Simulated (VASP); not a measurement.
# ZnSe (Stilleite) (F-43m) in VASP: notebook

Aim: see how the results for ZnSe (Stilleite) move with the level of theory and the settings. Levels: PBEsol+D3(BJ), HSE06. Tasks: relaxation of cell and atoms, single point.

All numbers are computed with VASP 6.6.1; they aren't measurements. Logs are shortened: lines on timing, memory, paths and dates and some standing lists are left out, and cuts for length are marked.

### 1 Starting point

The structure is cubic, space group F-43m (No. 216). Conventional cell: a = 5.668 Å, b = 5.668 Å, c = 5.668 Å, α = 90.00°, β = 90.00°, γ = 90.00°. Se (site symmetry -43m) has 4 Zn at 2.45 Å as nearest neighbours. Zn (site symmetry -43m) is surrounded by 4 Se at 2.45 Å.

### 2 Relaxation of cell and atoms, PBEsol+D3(BJ)

The input, INCAR:

```
PREC = Accurate
ENCUT = 600
EDIFF = 1E-7
ISMEAR = -1
SIGMA = 0.05
LREAL = F
LASPH = T
NELM = 60
ALGO = Fast
ISIF = 3
LWAVE = F
LCHARG = F
GGA = PS
IVDW = 12
IBRION = 2
NSW = 40
EDIFFG = -0.02
```

The input, KPOINTS:

```
Automatic mesh
0
Gamma
  8 8 8
```

The input, POSCAR:

```
ZnSe
1.0
    0.0000000000      2.8338000000      2.8338000000
    2.8338000000      0.0000000000      2.8338000000
    2.8338000000      2.8338000000      0.0000000000
Se Zn
1 1
Direct
    0.7500000000      0.7500000000      0.7500000000
    0.0000000000      0.0000000000      0.0000000000
```

Potentials or basis: VASP PAW PBE potentials, release 64 (Se, Zn).

Started as:

```bash
> cat potpaw_PBE.64/Se/POTCAR potpaw_PBE.64/Zn/POTCAR > POTCAR
> mpirun -np 1 vasp_std > vasp.out
```

OUTCAR:

```text
PREC = Accurate
   ENCUT = 600
   EDIFF = 1E-7
   ISMEAR = -1
   LREAL = F
   LASPH = T
   NELM = 60
   ISIF = 3
   GGA = PS
   IVDW = 12
   IBRION = 2
   NSW = 40
   EDIFFG = -0.02
 IVDW          = 12

 ion  position               nearest neighbor table
   1  0.750  0.750  0.750-   2 2.45   2 2.45   2 2.45   2 2.45
   2  0.000  0.000  0.000-   1 2.45   1 2.45   1 2.45   1 2.45

  LATTYP: Found a face centered cubic cell.
 ALAT       =     5.6676000000

  Lattice vectors:

 A1 = (   0.0000000000,   2.8338000000,   2.8338000000)
 A2 = (   2.8338000000,   0.0000000000,   2.8338000000)
 A3 = (   2.8338000000,   2.8338000000,   0.0000000000)

Analysis of symmetry for initial positions (statically):
=====================================================================
 Subroutine PRICEL returns:
 Original cell was already a primitive cell.

 Routine SETGRP: Setting up the symmetry group for a
 face centered cubic supercell.

 Subroutine GETGRP returns: Found 24 space group operations
 (whereof 24 operations were pure point group operations)
 out of a pool of 48 trial point group operations.

The static configuration has the point symmetry T_d .

Analysis of symmetry for dynamics (positions and initial velocities):
=====================================================================
 Subroutine PRICEL returns:
 Original cell was already a primitive cell.

 Routine SETGRP: Setting up the symmetry group for a
 face centered cubic supercell.

 Subroutine GETGRP returns: Found 24 space group operations
 (whereof 24 operations were pure point group operations)
 out of a pool of 48 trial point group operations.

The dynamic configuration has the point symmetry T_d .

 Subroutine INISYM returns: Found 24 space group operations
 (whereof 24 operations are pure point group operations),
 and found     1 'primitive' translations

----------------------------------------------------------------------------------------

                                     Primitive cell

  volume of cell :      45.5132

  direct lattice vectors                    reciprocal lattice vectors
     0.000000000  2.833800000  2.833800000    -0.176441527  0.176441527  0.176441527
     2.833800000  0.000000000  2.833800000     0.176441527 -0.176441527  0.176441527
     2.833800000  2.833800000  0.000000000     0.176441527  0.176441527 -0.176441527

  length of vectors
     4.007598393  4.007598393  4.007598393     0.305605690  0.305605690  0.305605690

  position of ions in fractional coordinates (direct lattice)
     0.750000000  0.750000000  0.750000000
     0.000000000  0.000000000  0.000000000

  ion indices of the primitive-cell ions
   primitive index   ion index
                 1           1
                 2           2

----------------------------------------------------------------------------------------

 KPOINTS: Automatic mesh

Automatic generation of k-mesh.
 Grid dimensions read from file:
 generate k-points for:    8    8    8

 Generating k-lattice:

  Cartesian coordinates                     Fractional coordinates (reciprocal lattice)
    -0.022055191  0.022055191  0.022055191     0.125000000  0.000000000  0.000000000
     0.022055191 -0.022055191  0.022055191     0.000000000  0.125000000  0.000000000
     0.022055191  0.022055191 -0.022055191     0.000000000  0.000000000  0.125000000

  Length of vectors
     0.038200711  0.038200711  0.038200711

  Shift w.r.t. Gamma in fractional coordinates (k-lattice)
     0.000000000  0.000000000  0.000000000

 Subroutine IBZKPT returns following result:
 ===========================================

 Found     29 irreducible k-points:

 Following reciprocal coordinates:
            Coordinates               Weight
  0.000000  0.000000  0.000000      1.000000
  0.125000  0.000000  0.000000      8.000000
  0.250000  0.000000  0.000000      8.000000
  0.375000  0.000000  0.000000      8.000000
  0.500000  0.000000  0.000000      4.000000
  0.125000  0.125000  0.000000      6.000000
[... 16 lines left out ...]
  0.500000  0.250000  0.125000     48.000000
 -0.375000  0.250000  0.125000     24.000000
 [... further k-points ...]
   k-points           NKPTS =     29   k-points in BZ     NKDIM =     29   number of bands    NBANDS=     13
   number of dos      NEDOS =    301   number of ions     NIONS =      2
   total plane-waves  NPLWV =  32768
   dimension x,y,z NGX =    32 NGY =   32 NGZ =   32
   dimension x,y,z NGXF=    64 NGYF=   64 NGZF=   64
   ions per type =               1   1
   NGX,Y,Z   is equivalent  to a cutoff of  13.27, 13.27, 13.27 a.u.
   NGXF,Y,Z  is equivalent  to a cutoff of  26.55, 26.55, 26.55 a.u.
 SYSTEM =  unknown system
   PREC   = accura    normal or accurate (medium, high low for compatibility)
   ISTART =      0    job   : 0-new  1-cont  2-samecut
   ICHARG =      2    charge: 1-file 2-atom 10-const
   ISPIN  =      1    spin polarized calculation?
   LNONCOLLINEAR =      F non collinear calculations
   LSORBIT =      F    spin-orbit coupling
   LASPH  =      T    aspherical Exc in radial PAW
   ENCUT  =  600.0 eV  44.10 Ry    6.64 a.u.   8.00  8.00  8.00*2*pi/ulx,y,z
   NELM   =     60;   NELMIN=  2; NELMDL= -5     # of ELM steps
   EDIFF  = 0.1E-06   stopping-criterion for ELM
   LREAL  =      F    real-space projection
   EDIFFG = -.2E-01   stopping-criterion for IOM
   NSW    =     40    number of steps for IOM
   IBRION =      2    ionic relax: 0-MD 1-quasi-New 2-CG
   NFREE  =      1    steps in history (QN), initial steepest desc. (CG)
   ISIF   =      3    stress and relaxation
   ISYM   =      2    0-nonsym 1-usesym 2-fastsym
   POTIM  = 0.5000    time-step for ionic-motion
   TEBEG  =    0.0;   TEEND  =   0.0 temperature during run
   PSTRESS=    0.0 pullay stress
   NELECT =      18.0000    total number of electrons
   NUPDOWN=      -1.0000    fix difference up-down
   EMIN   =  10.00;   EMAX   =-10.00  energy-range for DOS
   EFERMI =   0.00;   METHOD = LEGACY
   ISMEAR =    -1;   SIGMA  =   0.05  broadening in eV -4-tet -1-fermi 0-gaus
   EFERMI_NEDOS =   21; number of points for ismear=-14 and -15
   IALGO  =     68    algorithm
   IMIX   =      4    mixing-type and parameters
     AMIX     =   0.40;   BMIX     =  1.00
     AMIX_MAG =   1.60;   BMIX_MAG =  1.00
  volume/ion in A,a.u.               =      22.76       153.57
  Fermi-wavevector in a.u.,A,eV,Ry     =   1.201673  2.270834 19.647073  1.444019
  Thomas-Fermi vector in A             =   2.337476
   LORBIT       =      0    0 simple, 1 ext, 2 COOP (PROOUT), +10 PAW based schemes
   GGA     = PS    functional components
   LHFCALC =     F    Hartree Fock is set to
   AEXX    =    0.0000 exact exchange contribution
   IVDW    =    12    specifies the selected vdW correction
   LEPSILON=     F    determine dielectric tensor
   LRPA    =     F    only Hartree local field effects (RPA)
 conjugate gradient relaxation of ions
 non-spin polarized calculation
 RMM-DIIS sequential band-by-band and
  energy-cutoff  :      600.00
  volume of cell :       45.51
 maximum number of plane-waves:      1540
   NGX = 17   NGY = 17   NGZ = 17

--------------------------------------- Ionic step        1  -------------------------------------------

 number of electron      17.9999991 magnetization

 Free energy of the ion-electron system (eV)
  ---------------------------------------------------
  ext. energy  EPLUGINS =         0.00000000
  ---------------------------------------------------
  free energy    TOTEN  =        -6.77138299 eV

  energy without entropy =       -6.77138290  energy(sigma->0) =       -6.77138294

------------------------ aborting loop because EDIFF is reached ----------------------------------------

 Edisp (eV)   -0.56881

 E8    (eV) :    -0.3637

  FORCE on cell =-STRESS in cart. coord.  units (eV):
  Direction    XX          YY          ZZ          XY          YZ          ZX
  --------------------------------------------------------------------------------------
  -------------------------------------------------------------------------------------
  Total      -0.80806    -0.80806    -0.80806     0.00000     0.00000     0.00000
  in kB     -28.44576   -28.44576   -28.44576     0.00000     0.00000     0.00000
  external pressure =      -28.45 kB  Pullay stress =        0.00 kB

 VOLUME and BASIS-vectors are now :
 -----------------------------------------------------------------------------
  energy-cutoff  :      600.00
  volume of cell :       45.51
      direct lattice vectors                 reciprocal lattice vectors
     0.000000000  2.833800000  2.833800000    -0.176441527  0.176441527  0.176441527
     2.833800000  0.000000000  2.833800000     0.176441527 -0.176441527  0.176441527
     2.833800000  2.833800000  0.000000000     0.176441527  0.176441527 -0.176441527
[... 41 lines left out ...]
 POSITION                                       TOTAL-FORCE (eV/Angst)
 -----------------------------------------------------------------------------------
      4.16785      4.16785      4.16785        -0.000000     -0.000000     -0.000000
      0.00000      0.00000      0.00000         0.000000      0.000000      0.000000
 -----------------------------------------------------------------------------------
    total drift:                               -0.000001     -0.000001     -0.000001

  FREE ENERGIE OF THE ION-ELECTRON SYSTEM (eV)
  ---------------------------------------------------
  free  energy   TOTEN  =        -7.3572200838 eV

  energy  without entropy=       -7.3572200751  energy(sigma->0) =       -7.35722008

--------------------------------------- Ionic step        3  -------------------------------------------

 number of electron      17.9999990 magnetization

 Free energy of the ion-electron system (eV)
  ---------------------------------------------------
  ext. energy  EPLUGINS =         0.00000000
  ---------------------------------------------------
  free energy    TOTEN  =        -6.76395490 eV

  energy without entropy =       -6.76395489  energy(sigma->0) =       -6.76395489

 E-fermi :   2.6032     XC(G=0):  -9.7366

 val. band max:        1.8927216517   @ k =   0.0000   0.0000   0.0000
 cond. band min:       3.2486741793   @ k =   0.0000   0.0000   0.0000
 fundamental gap:      1.3559525275
 Fermi energy:         2.6031857868

 k-point     1 :       0.0000    0.0000    0.0000
  band No.  band energies     occupation
      1     -11.7009      2.00000
      2      -4.8453      2.00000
      3      -4.8453      2.00000
      4      -4.8453      2.00000
      5      -4.4306      2.00000
      6      -4.4306      2.00000
      7       1.8927      2.00000
      8       1.8927      2.00000
      9       1.8927      2.00000
     10       3.2487      0.00000
     11       7.6055      0.00000
     12       7.6055      0.00000
     13       7.6055      0.00000

 k-point     2 :       0.1250    0.0000    0.0000
  band No.  band energies     occupation
      1     -11.5901      2.00000
      2      -4.8427      2.00000
      3      -4.8276      2.00000
      4      -4.8276      2.00000
      5      -4.4324      2.00000
      6      -4.4324      2.00000
      7       0.5122      2.00000
      8       1.7249      2.00000
      9       1.7249      2.00000
     10       4.2472      0.00000
     11       7.5697      0.00000
[... 339 lines left out ...]
 k-point    24 :      -0.3750    0.2500    0.1250
  band No.  band energies     occupation
      1     -10.6743      2.00000
      2      -4.7367      2.00000
      3      -4.6903      2.00000
      4      -4.4729      2.00000
      5      -4.4239      2.00000
      6      -4.1994      2.00000
      7      -3.3139      2.00000
      8      -0.7141      2.00000
      9       0.2903      2.00000
     10       6.1818      0.00000
     11       7.2776      0.00000
     12       9.3484      0.00000
     13      10.6009      0.00000

 [... further k-points ...]

------------------------ aborting loop because EDIFF is reached ----------------------------------------

 Edisp (eV)   -0.59508

 E8    (eV) :    -0.3803

  FORCE on cell =-STRESS in cart. coord.  units (eV):
  Direction    XX          YY          ZZ          XY          YZ          ZX
  --------------------------------------------------------------------------------------
  -------------------------------------------------------------------------------------
  Total       0.00889     0.00889     0.00889     0.00000     0.00000     0.00000
  in kB       0.32783     0.32783     0.32783     0.00000     0.00000     0.00000
  external pressure =        0.33 kB  Pullay stress =        0.00 kB

 VOLUME and BASIS-vectors are now :
 -----------------------------------------------------------------------------
  energy-cutoff  :      600.00
  volume of cell :       43.47
      direct lattice vectors                 reciprocal lattice vectors
     0.000000000  2.790737613  2.790737613    -0.179164103  0.179164103  0.179164103
     2.790737613  0.000000000  2.790737613     0.179164103 -0.179164103  0.179164103
     2.790737613  2.790737613 -0.000000000     0.179164103  0.179164103 -0.179164103

 POSITION                                       TOTAL-FORCE (eV/Angst)
 -----------------------------------------------------------------------------------
      4.18611      4.18611      4.18611         0.000000     -0.000000      0.000000
      0.00000      0.00000      0.00000        -0.000000      0.000000     -0.000000
 -----------------------------------------------------------------------------------
    total drift:                               -0.000001     -0.000001     -0.000001

  FREE ENERGIE OF THE ION-ELECTRON SYSTEM (eV)
  ---------------------------------------------------
  free  energy   TOTEN  =        -7.3590343174 eV

  energy  without entropy=       -7.3590343029  energy(sigma->0) =       -7.35903431

 reached required accuracy - stopping structural energy minimisation
```

It took 38 s on 1 thread of Intel Xeon Platinum 8488C (Sapphire Rapids), shared host; peak memory 0.2 GiB.

What came out:

* Free energy: -7.3590 eV
* Relaxed volume: 21.73 Å³/atom
* Relaxed cell: a = 3.947 Å, b = 3.947 Å, c = 3.947 Å, α = 60.00°, β = 60.00°, γ = 60.00°
* Space group after relaxing (to 0.05 Å): F-43m (No. 216)
* Energy gained by relaxing: 9.4 meV/atom
* Ionic steps: 3
* Pressure after relaxing: 0.0 GPa
* Band gap on the k mesh: 1.36 eV, direct
* Dispersion energy per atom: -0.298 eV

The path:
```
step  energy change (eV)  largest force (eV/Å)  pressure (GPa)  volume (Å³)
   1              0.0000                0.0000           -2.84        45.51
   2             -0.0170                0.0000            0.87        42.90
   3             -0.0188                0.0000            0.03        43.47
```

Final structure:
```
Se Zn
1.0
     0.00000    2.79074    2.79074
     2.79074    0.00000    2.79074
     2.79074    2.79074    0.00000
Se Zn
1 1
Direct
  0.75000 0.75000 0.75000
  0.00000 0.00000 0.00000
```

Caveat: the PAW data sets were made with another functional, which shifts forces and pressure a little.

### 3 Single point, HSE06

POSCAR is that of step 2.

The input, INCAR.step1:

```
PREC = Accurate
ENCUT = 350
EDIFF = 1E-5
ISMEAR = 0
SIGMA = 0.01
LREAL = F
LASPH = T
NELM = 100
ALGO = Normal
ISIF = 2
LWAVE = T
NBANDS = 17
NKRED = 1
GGA = PE
```

The input, INCAR.step2:

```
PREC = Accurate
ENCUT = 350
EDIFF = 1E-6
ISMEAR = 0
SIGMA = 0.01
LREAL = F
LASPH = T
NELM = 100
ALGO = Normal
ISIF = 2
LWAVE = F
LCHARG = F
GGA = PE
LHFCALC = T
HFSCREEN = 0.2
PRECFOCK = Fast
NBANDS = 17
NKRED = 1
ISTART = 1
```

The input, KPOINTS:

```
regular mesh
0
Gamma
  7 7 7
```

Potentials or basis: VASP PAW PBE potentials, release 64 (Se, Zn).

Started as:

```bash
> cat potpaw_PBE.64/Se/POTCAR potpaw_PBE.64/Zn/POTCAR > POTCAR
> cp INCAR.step1 INCAR
> mpirun -np 1 vasp_std > vasp.out
> cp INCAR.step2 INCAR
> mpirun -np 1 vasp_std > vasp.out
```

Wall time 17 min (1 thread of AMD EPYC 9R45 (Zen 5), shared host); peak memory 0.23 GiB.

The run converged, but some of its settings lie outside the range that counts as converged, so its numbers aren't taken as properties of the crystal.

Results:

```yaml
Free_energy: -7.4410 eV
Pressure: 0.8 GPa
Band_gap_on_the_k_mesh: 2.42 eV, direct
```

Caveat: the PAW data sets were made with another functional, which shifts forces and pressure a little.

### 4 For comparison

An earlier run on the cell as given: functional PBE; potentials or basis VASP PAW PBE potentials, release 64 (Se, Zn); cutoff 520 eV; k mesh 8 × 8 × 8; occupations fermi-dirac, width 0.05 eV; no spin polarisation.

- Pressure: 2.3 GPa
- Band gap on the k mesh: 1.29 eV, direct
